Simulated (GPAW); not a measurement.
# Au (Im-3m) in GPAW: reference runs

How does Au come out in PBE? The cell is run as given and disturbed.

Program: GPAW 26.7.0. These are calculated values, not measurements. Logs are shortened: lines on timing, memory, paths and dates and some standing lists are left out, and cuts for length are marked. The log counts tension as positive stress, the text compression.

## (1) The crystal as given

Symmetry: Im-3m, No. 229, cubic system. Conventional cell: a = 3.315 Å, b = 3.315 Å, c = 3.315 Å, α = 90.00°, β = 90.00°, γ = 90.00°. Au (site symmetry m-3m) is surrounded by 8 Au at 2.87 Å.

This isn't the form of Au at room conditions, which is fcc.

## (2) Single point, PBE

The input, run.py:

```python
from ase import Atoms
from ase.dft.bandgap import bandgap
from ase.io import write
from ase.units import Bohr, GPa
from gpaw import GPAW, PW
from gpaw.elf import elf_from_dft_calculation

atoms = Atoms(['Au'],
              cell=[[-1.657269, 1.657269, 1.657269],
                    [1.657269, -1.657269, 1.657269],
                    [1.657269, 1.657269, -1.657269]],
              scaled_positions=[[0.0, 0.0, 0.0]],
              pbc=True)

calc = GPAW(mode=PW(600),
            xc='PBE',
            kpts={'size': (11, 11, 11), 'gamma': True},
            occupations={'name': 'fermi-dirac', 'width': 0.05},
            nbands=14,
            convergence={'density': 1e-05, 'energy': 1e-05},
            maxiter=150,
            txt='gpaw.txt')
atoms.calc = calc
energy = atoms.get_potential_energy()
forces = atoms.get_forces()
stress = atoms.get_stress()
calc.write('gs.gpw')
write('result.traj', atoms)
print(f'Energy: {energy:.6f} eV')
print('Forces (eV/A):')
print(forces.round(4))
print('Stress (GPa):', (stress / GPa).round(3))
print('Fermi level:', round(calc.get_fermi_level(), 4), 'eV')
print(f'Gap: {bandgap(calc)[0]:.4f} eV, direct: {bandgap(calc, direct=True)[0]:.4f} eV')

# fields on the real-space grid
write('density.cube', atoms, data=calc.get_pseudo_density() * Bohr**3)
write('potential.cube', atoms, data=calc.get_electrostatic_potential())
write('elf.cube', atoms, data=elf_from_dft_calculation(calc).data)
```

Potentials or basis: GPAW PAW data sets (gpaw-data 1.2.1), pw.

On the command line:

```
> OMP_NUM_THREADS=1 python run.py
```

gpaw.txt:

```text
__  _  _
 | _ |_)|_||  |
 |__||  | ||/\| - 26.7.0

Input parameters:
  mode=PW(ecut=600.0),
  convergence={'density': 1e-05, 'energy': 1e-05},
  kpts=MonkhorstPack(size=(11, 11, 11), gamma=True),
  maxiter=150,
  nbands=14,
  occupations=Occupations(name='fermi-dirac', width=0.05),
  xc=XC(name='PBE')

Diagonalizing LCAO Hamiltonian
Converting LCAO to pw mode

       Au

Atoms  # Å, Bohr magnetons
|   | symbol |        x |        y |        z |    initial magnetic moments |
|---|--------|----------|----------|----------|-----------------------------|
| 0 |     Au | 0.000000 | 0.000000 | 0.000000 | ( 0.0000,  0.0000,  0.0000) |

Unit cell  # Å
| periodic |         x |         y |         z |  lengths |     angles |
|----------|-----------|-----------|-----------|----------|------------|
|      yes | -1.657269 |  1.657269 |  1.657269 | 2.870474 | 109.471221 |
|      yes |  1.657269 | -1.657269 |  1.657269 | 2.870474 | 109.471221 |
|      yes |  1.657269 |  1.657269 | -1.657269 | 2.870474 | 109.471221 |

Number of symmetries: 48
Symmetry operations  # r_c * U_cc + t_c -> r_c
|    | kind |            matrix            |
|----|------|------------------------------|
|  0 |  σ   |  1, 1, 1,  0, 0,-1,  0,-1, 0 |
|  1 |  C4  |  1, 1, 1,  0, 0,-1, -1, 0, 0 |
|  2 |  C2  |  1, 1, 1,  0,-1, 0,  0, 0,-1 |
|  3 |  S6  |  1, 1, 1,  0,-1, 0, -1, 0, 0 |
|  4 |  S6  |  1, 1, 1, -1, 0, 0,  0, 0,-1 |
|  5 |  C4  |  1, 1, 1, -1, 0, 0,  0,-1, 0 |
|  6 |  E   |  1, 0, 0,  0, 1, 0,  0, 0, 1 |
|  7 |  σ   |  1, 0, 0,  0, 1, 0, -1,-1,-1 |
|  8 |  σ   |  1, 0, 0,  0, 0, 1,  0, 1, 0 |
|  9 |  C3  |  1, 0, 0,  0, 0, 1, -1,-1,-1 |
| 10 |  C3  |  1, 0, 0, -1,-1,-1,  0, 1, 0 |
| 11 |  σ   |  1, 0, 0, -1,-1,-1,  0, 0, 1 |
| 12 |  σ   |  0, 1, 0,  1, 0, 0,  0, 0, 1 |
| 13 |  C2  |  0, 1, 0,  1, 0, 0, -1,-1,-1 |
| 14 |  C3  |  0, 1, 0,  0, 0, 1,  1, 0, 0 |
| 15 |  S4  |  0, 1, 0,  0, 0, 1, -1,-1,-1 |
| 16 |  S4  |  0, 1, 0, -1,-1,-1,  1, 0, 0 |
| 17 |  C3  |  0, 1, 0, -1,-1,-1,  0, 0, 1 |
| 18 |  C3  |  0, 0, 1,  1, 0, 0,  0, 1, 0 |
| 19 |  S4  |  0, 0, 1,  1, 0, 0, -1,-1,-1 |
| 20 |  σ   |  0, 0, 1,  0, 1, 0,  1, 0, 0 |
| 21 |  C3  |  0, 0, 1,  0, 1, 0, -1,-1,-1 |
| 22 |  C2  |  0, 0, 1, -1,-1,-1,  1, 0, 0 |
| 23 |  S4  |  0, 0, 1, -1,-1,-1,  0, 1, 0 |
| 24 |  C4  |  0, 0,-1,  1, 1, 1,  0,-1, 0 |
| 25 |  σ   |  0, 0,-1,  1, 1, 1, -1, 0, 0 |
| 26 |  S6  |  0, 0,-1,  0,-1, 0,  1, 1, 1 |
| 27 |  C2  |  0, 0,-1,  0,-1, 0, -1, 0, 0 |
| 28 |  C4  |  0, 0,-1, -1, 0, 0,  1, 1, 1 |
| 29 |  S6  |  0, 0,-1, -1, 0, 0,  0,-1, 0 |
| 30 |  S6  |  0,-1, 0,  1, 1, 1,  0, 0,-1 |
| 31 |  C4  |  0,-1, 0,  1, 1, 1, -1, 0, 0 |
| 32 |  C4  |  0,-1, 0,  0, 0,-1,  1, 1, 1 |
| 33 |  S6  |  0,-1, 0,  0, 0,-1, -1, 0, 0 |
| 34 |  σ   |  0,-1, 0, -1, 0, 0,  1, 1, 1 |
| 35 |  C2  |  0,-1, 0, -1, 0, 0,  0, 0,-1 |
| 36 |  C2  | -1, 0, 0,  1, 1, 1,  0, 0,-1 |
| 37 |  S6  | -1, 0, 0,  1, 1, 1,  0,-1, 0 |
| 38 |  S6  | -1, 0, 0,  0, 0,-1,  1, 1, 1 |
| 39 |  C2  | -1, 0, 0,  0, 0,-1,  0,-1, 0 |
| 40 |  C2  | -1, 0, 0,  0,-1, 0,  1, 1, 1 |
| 41 |  i   | -1, 0, 0,  0,-1, 0,  0, 0,-1 |
| 42 |  S4  | -1,-1,-1,  1, 0, 0,  0, 1, 0 |
| 43 |  C3  | -1,-1,-1,  1, 0, 0,  0, 0, 1 |
| 44 |  C3  | -1,-1,-1,  0, 1, 0,  1, 0, 0 |
| 45 |  σ   | -1,-1,-1,  0, 1, 0,  0, 0, 1 |
| 46 |  S4  | -1,-1,-1,  0, 0, 1,  1, 0, 0 |
| 47 |  C2  | -1,-1,-1,  0, 0, 1,  0, 1, 0 |

BZ-sampling:
  Number of BZ points: 1331
  Number of IBZ points: 56

  Monkhorst-Pack size: [11, 11, 11]
  Monkhorst-Pack shift: [0, 0, 0]

K-points  # in reciprocal-cell coordinates
|     |                                coordinates |     weight |
|-----|--------------------------------------------|------------|
|   0 | (  0.00000000,   0.00000000,   0.00000000) | 0.00075131 |
|   1 | (  0.09090909,   0.00000000,   0.00000000) | 0.00901578 |
|   2 | (  0.09090909,   0.09090909,  -0.09090909) | 0.00450789 |
|   3 | (  0.18181818,   0.00000000,  -0.09090909) | 0.01803156 |
|   4 | (  0.18181818,   0.00000000,   0.00000000) | 0.00901578 |
|   5 | (  0.18181818,   0.09090909,  -0.09090909) | 0.01803156 |
|   6 | (  0.18181818,   0.18181818,  -0.18181818) | 0.00450789 |
|   7 | (  0.27272727,  -0.09090909,  -0.09090909) | 0.00601052 |
|   8 | (  0.27272727,   0.00000000,  -0.09090909) | 0.03606311 |
|   9 | (  0.27272727,   0.00000000,   0.00000000) | 0.00901578 |
| ... |                                            |            |
|  55 | (  0.45454545,   0.45454545,   0.45454545) | 0.00601052 |

Plane wave coefficients: 621
Cutoff: 600.0 eV

Spin-components: 1 (collinear spins)
Bands:           14
Projectors:      6
Spin-degeneracy: 2
Datatype:        complex128

Parallelization:
  kpt:    1
  domain: 1
  band:   1

Density:
  Valence electrons: 11.0
  Components: 1
  Grid points: [18 18 18]
  Charge: 0.0  # |e|

Potential:
  Grid points: [18 18 18]

species:
  Au:
    name:    Gold
    Z:       79.0
    valence: 11
    core:    68
    charge:  0.0  # [|e|]
    compensation charges:
      type: gauss
      rc: 0.42  # [Å]
      lmax: 2
    cutoffs:
      filter: 2.33  # [Å]
      core: 2.81  # [Å]
    projectors
    | kind |    occ | energy [eV] | rcut [Å] |
    |------|--------|-------------|----------|
    |   6s |  1.000 |      -5.728 |    1.323 |
    |   6p |  0.000 |      -0.775 |    1.323 |
    |   5d | 10.000 |      -6.891 |    1.323 |
    |    s |        |      21.484 |    1.323 |
    |    p |        |      26.436 |    1.323 |
    |    d |        |      20.321 |    1.323 |

    Using partial waves for Au as LCAO basis

Reference energy: -516598.271109  # eV

eigensolver:
  PPCG
  Converge bands: occupied
  niter=2

density mixing:
  MSR1-Mixer
  Pratt-step length: 0.05
  Maximum mixing coefficient: 0.75
  Old densities: 10
  SVD Regularization: 0.005
  Good broyden scale: 1.0
  Trust region scale: 1.0
  Backstep threshold: 4.0
  History deletion threshold: 6.0
  Fourier metric: weight=20.0, sigma=0.015

occupation numbers:
  Fermi-Dirac:
    width: 0.0500  # eV

poisson solver:
  ecut: 4800.0  # eV

xc functional:
  name: PBE with 2 nearest neighbor stencil

convergence criteria:
- Maximum integral of absolute [dens]ity change: 1e-05 electrons / valence electron
- Maximum [total energy] change in last 3 cyles: 1e-05 eV / valence electron
- Maximum integral of absolute [eigenst]ate change: 4e-08 eV^2 / valence electron
maximum number of iterations: 150

SCF iterations
|iter     | |      energy | eigst |  dens |
|---------|-|-------------|-------|-------|
|iter:   1| |   -3.420210 | -0.47 |       |
|iter:   2| |   -3.359017 | -2.84 | -1.09 |
|iter:   3| |   -3.137624 | -2.19 | -1.14 |
|iter:   4| |   -3.135715 | -4.62 | -2.07 |
|iter:   5| |   -3.135115 | -4.42 | -2.35 |
|iter:   6| |   -3.135113 | -6.53 | -3.83 |
|iter:   7| |   -3.135113c| -7.43c| -4.10 |
|iter:   8| |   -3.135113c| -9.04c| -5.43c|

Converged in 8 steps
Energy contributions relative to reference atoms: (reference = -516598.271109)

Energy contributions:
  Kinetic:          -9.467333
  Coulomb:           7.657292
  Zero:              0.137943
  External:          0.000000
  Xc:               -1.460043
  Entropy:          -0.005945
  Spinorbit:         0.000000
  ----------------------------
  Free energy:      -3.138085
  Extrapolated:     -3.135113

dipole moment: (-5.654593, -5.654593, -5.654593)  # |e|*Ang

Fermi level: 8.764
Eigenvalues  # (at kpt = [0.000, 0.000, 0.000])
| band index |      eig [eV] | occ [0-2] |
|------------|---------------|-----------|
|          0 |        -0.284 |     2.000 |
|          1 |         4.356 |     2.000 |
|          2 |         4.356 |     2.000 |
|          3 |         4.356 |     2.000 |
|          4 |         6.081 |     2.000 |
|          5 |         6.081 |     2.000 |
|          6 |        26.504 |     0.000 |
|          7 |        26.504 |     0.000 |
|          8 |        26.504 |     0.000 |
|          9 |        32.289 |     0.000 |
|         10 |        32.289 |     0.000 |
|         11 |        32.289 |     0.000 |
|         12 |        33.220 |     0.000 |
|         13 |        33.220 |     0.000 |

No gap
No difference between direct/indirect transitions

Forces  # eV/Ang
|        x |        y |        z |
|----------|----------|----------|
| -0.00000 | -0.00000 | -0.00000 |  # Au   0

Stress tensor  # eV/Ang^3
|         x |         y |         z |
|-----------|-----------|-----------|
| -0.005488 |  0.000000 | -0.000000 |
|  0.000000 | -0.005488 |  0.000000 |
| -0.000000 |  0.000000 | -0.005488 |

# Writing to gs.gpw (mode='')
```

Wall time 13 s (1 thread of Arm Neoverse V1, shared host); peak memory 0.13 GiB.

What came out:

* Free energy: -3.1381 eV
* Pressure: 0.9 GPa
* Band gap on the k mesh: none (metal or under the smearing width)

Caveat: with this Au data set, volumes or pressures lay over 1.5 % or 2 GPa off other programs in two to four cells of ten. Spin-orbit coupling is left out, which matters for the levels of Au.

## (3) Single point, PBE (cell strained at random at fixed volume)

The input, run.py:

```python
from ase.dft.bandgap import bandgap
from ase.io import read, write
from ase.units import GPa
from gpaw import GPAW, PW

atoms = read('POSCAR')

calc = GPAW(mode=PW(600),
            xc='PBE',
            kpts={'size': (11, 11, 11), 'gamma': True},
            occupations={'name': 'fermi-dirac', 'width': 0.05},
            nbands=14,
            convergence={'density': 1e-05, 'energy': 1e-05},
            maxiter=150,
            txt='gpaw.txt')
atoms.calc = calc
energy = atoms.get_potential_energy()
forces = atoms.get_forces()
stress = atoms.get_stress()
calc.write('gs.gpw')
write('result.traj', atoms)
print(f'Energy: {energy:.6f} eV')
print('Forces (eV/A):')
print(forces.round(4))
print('Stress (GPa):', (stress / GPa).round(3))
print('Fermi level:', round(calc.get_fermi_level(), 4), 'eV')
print(f'Gap: {bandgap(calc)[0]:.4f} eV, direct: {bandgap(calc, direct=True)[0]:.4f} eV')
```

The input, POSCAR:

```
Au
1.0
   -1.6672400000      1.6108460000      1.6646960000
    1.6037350000     -1.6356840000      1.6260290000
    1.7364330000      1.7048780000     -1.6895340000
Au
1
Direct
   -0.0098820000     -0.0170920000     -0.0213010000
```

Potentials or basis: GPAW PAW data sets (gpaw-data 1.2.1), pw.

On the command line:

```
> OMP_NUM_THREADS=1 python run.py
```

gpaw.txt:

```text
__  _  _
 | _ |_)|_||  |
 |__||  | ||/\| - 26.7.0

Input parameters:
  mode=PW(ecut=600.0),
  convergence={'density': 1e-05, 'energy': 1e-05},
  kpts=MonkhorstPack(size=(11, 11, 11), gamma=True),
  maxiter=150,
  nbands=14,
  occupations=Occupations(name='fermi-dirac', width=0.05),
  xc=XC(name='PBE')

Diagonalizing LCAO Hamiltonian
Converting LCAO to pw mode

       Au

Atoms  # Å, Bohr magnetons
|   | symbol |         x |         y |         z |    initial magnetic moments |
|---|--------|-----------|-----------|-----------|-----------------------------|
| 0 |     Au | -0.047923 | -0.024277 | -0.008254 | ( 0.0000,  0.0000,  0.0000) |

Unit cell  # Å
| periodic |         x |         y |         z |  lengths |     angles |
|----------|-----------|-----------|-----------|----------|------------|
|      yes | -1.667240 |  1.610846 |  1.664696 | 2.854072 | 109.303770 |
|      yes |  1.603735 | -1.635684 |  1.626029 | 2.809163 | 110.501867 |
|      yes |  1.736433 |  1.704878 | -1.689534 | 2.962488 | 108.936085 |

Number of symmetries: 1
Symmetry operations  # r_c * U_cc + t_c -> r_c
|   | kind |            matrix            |
|---|------|------------------------------|
| 0 |  E   |  1, 0, 0,  0, 1, 0,  0, 0, 1 |

BZ-sampling:
  Number of BZ points: 1331
  Number of IBZ points: 666

  Monkhorst-Pack size: [11, 11, 11]
  Monkhorst-Pack shift: [0, 0, 0]

K-points  # in reciprocal-cell coordinates
|     |                                coordinates |     weight |
|-----|--------------------------------------------|------------|
|   0 | (  0.00000000,   0.00000000,   0.00000000) | 0.00075131 |
|   1 | (  0.00000000,   0.00000000,   0.09090909) | 0.00150263 |
|   2 | (  0.00000000,   0.00000000,   0.18181818) | 0.00150263 |
|   3 | (  0.00000000,   0.00000000,   0.27272727) | 0.00150263 |
|   4 | (  0.00000000,   0.00000000,   0.36363636) | 0.00150263 |
|   5 | (  0.00000000,   0.00000000,   0.45454545) | 0.00150263 |
|   6 | (  0.00000000,   0.09090909,  -0.45454545) | 0.00150263 |
|   7 | (  0.00000000,   0.09090909,  -0.36363636) | 0.00150263 |
|   8 | (  0.00000000,   0.09090909,  -0.27272727) | 0.00150263 |
|   9 | (  0.00000000,   0.09090909,  -0.18181818) | 0.00150263 |
| ... |                                            |            |
| 665 | (  0.45454545,   0.45454545,   0.45454545) | 0.00150263 |

Plane wave coefficients: 622
Cutoff: 600.0 eV

Spin-components: 1 (collinear spins)
Bands:           14
Projectors:      6
Spin-degeneracy: 2
Datatype:        complex128

Parallelization:
  kpt:    1
  domain: 1
  band:   1

Density:
  Valence electrons: 11.0
  Components: 1
  Grid points: [18 16 18]
  Charge: 0.0  # |e|

Potential:
  Grid points: [18 16 18]

species:
  Au:
    name:    Gold
    Z:       79.0
    valence: 11
    core:    68
    charge:  0.0  # [|e|]
    compensation charges:
      type: gauss
      rc: 0.42  # [Å]
      lmax: 2
    cutoffs:
      filter: 2.33  # [Å]
      core: 2.81  # [Å]
    projectors
    | kind |    occ | energy [eV] | rcut [Å] |
    |------|--------|-------------|----------|
    |   6s |  1.000 |      -5.728 |    1.323 |
    |   6p |  0.000 |      -0.775 |    1.323 |
    |   5d | 10.000 |      -6.891 |    1.323 |
    |    s |        |      21.484 |    1.323 |
    |    p |        |      26.436 |    1.323 |
    |    d |        |      20.321 |    1.323 |

    Using partial waves for Au as LCAO basis

Reference energy: -516598.271109  # eV

eigensolver:
  PPCG
  Converge bands: occupied
  niter=2

density mixing:
  MSR1-Mixer
  Pratt-step length: 0.05
  Maximum mixing coefficient: 0.75
  Old densities: 10
  SVD Regularization: 0.005
  Good broyden scale: 1.0
  Trust region scale: 1.0
  Backstep threshold: 4.0
  History deletion threshold: 6.0
  Fourier metric: weight=20.0, sigma=0.015

occupation numbers:
  Fermi-Dirac:
    width: 0.0500  # eV

poisson solver:
  ecut: 4800.0  # eV

xc functional:
  name: PBE with 2 nearest neighbor stencil

convergence criteria:
- Maximum integral of absolute [dens]ity change: 1e-05 electrons / valence electron
- Maximum [total energy] change in last 3 cyles: 1e-05 eV / valence electron
- Maximum integral of absolute [eigenst]ate change: 4e-08 eV^2 / valence electron
maximum number of iterations: 150

SCF iterations
|iter     | |      energy | eigst |  dens |
|---------|-|-------------|-------|-------|
|iter:   1| |   -3.411424 | -0.46 |       |
|iter:   2| |   -3.350173 | -2.82 | -1.09 |
|iter:   3| |   -3.130360 | -2.20 | -1.14 |
|iter:   4| |   -3.128325 | -4.45 | -2.06 |
|iter:   5| |   -3.127715 | -4.47 | -2.35 |
|iter:   6| |   -3.127714 | -6.64 | -3.80 |
|iter:   7| |   -3.127714c| -7.52c| -4.11 |
|iter:   8| |   -3.127714c| -8.76c| -5.13c|

Converged in 8 steps
Energy contributions relative to reference atoms: (reference = -516598.271109)

Energy contributions:
  Kinetic:          -9.254767
  Coulomb:           7.468105
  Zero:              0.138749
  External:          0.000000
  Xc:               -1.478176
  Entropy:          -0.003250
  Spinorbit:         0.000000
  ----------------------------
  Free energy:      -3.129339
  Extrapolated:     -3.127714

dipole moment: (5.298665, 5.517943, 5.406073)  # |e|*Ang

Fermi level: 8.772
Eigenvalues  # (at kpt = [0.000, 0.000, 0.000])
| band index |      eig [eV] | occ [0-2] |
|------------|---------------|-----------|
|          0 |        -0.286 |     2.000 |
|          1 |         4.091 |     2.000 |
|          2 |         4.233 |     2.000 |
|          3 |         4.692 |     2.000 |
|          4 |         6.064 |     2.000 |
|          5 |         6.145 |     2.000 |
|          6 |        25.908 |     0.000 |
|          7 |        26.367 |     0.000 |
|          8 |        27.112 |     0.000 |
|          9 |        31.292 |     0.000 |
|         10 |        32.745 |     0.000 |
|         11 |        33.115 |     0.000 |
|         12 |        33.142 |     0.000 |
|         13 |        33.187 |     0.000 |

No gap
No difference between direct/indirect transitions

Forces  # eV/Ang
|        x |        y |        z |
|----------|----------|----------|
| -0.00000 | -0.00000 | -0.00000 |  # Au   0

Stress tensor  # eV/Ang^3
|         x |         y |         z |
|-----------|-----------|-----------|
| -0.012456 |  0.014471 | -0.013343 |
|  0.014471 | -0.008084 | -0.001885 |
| -0.013343 | -0.001885 | -0.003950 |

# Writing to gs.gpw (mode='')
```

Run time: 1.8 min. Hardware: 1 thread of Arm Neoverse V1, shared host; peak memory 0.29 GiB.

What came out:

```
Free energy            : -3.1293 eV
Pressure               : 1.3 GPa
Band gap on the k mesh : none (metal or under the smearing width)
```

Stress tensor (GPa, compression positive):
```
 2.00 -2.32  2.14
-2.32  1.30  0.30
 2.14  0.30  0.63
```

Levels at points of the mesh, in eV from the Fermi level:
| k point | band 2 | band 3 | band 4 | band 5 | band 6 | band 7 | band 8 | band 9 |
| --- | --- | --- | --- | --- | --- | --- | --- | --- |
| (0.00, 0.00, 0.00) | -4.68 | -4.54 | -4.08 | -2.71 | -2.63 | 17.14 | 17.60 | 18.34 |

Caveat: with this Au data set, volumes or pressures lay over 1.5 % or 2 GPa off other programs in two to four cells of ten.
